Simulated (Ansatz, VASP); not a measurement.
In in VASP and in Ansatz

```
CELL_PARAMETERS angstrom
3.11741 0.00000 0.00000
0.00000 3.11741 0.00000
0.00000 0.00000 3.11741
ATOMIC_POSITIONS crystal
In 0.00000 0.00000 0.00000
```

Change from the starting cell: volume scaled by 1.03.

Alike in both runs: task single point; functional PBE; k mesh 12 × 12 × 12; occupations fermi-dirac, width 0.03 eV; no spin polarisation.

|  | VASP | Ansatz |
| --- | --- | --- |
| version | VASP 6.6.1 | Ansatz 0.2.0 |
| potentials or method | VASP PAW PBE potentials, release 64 (In_d), cutoff 520 eV | all-electron LAPW, scalar-relativistic |

```csv
,VASP,Ansatz,Ansatz less VASP
pressure (GPa),-0.8,-0.8,+0.03
```

Ansatz ran all-electron here, so the differences hold the error of VASP's frozen core and of both bases.
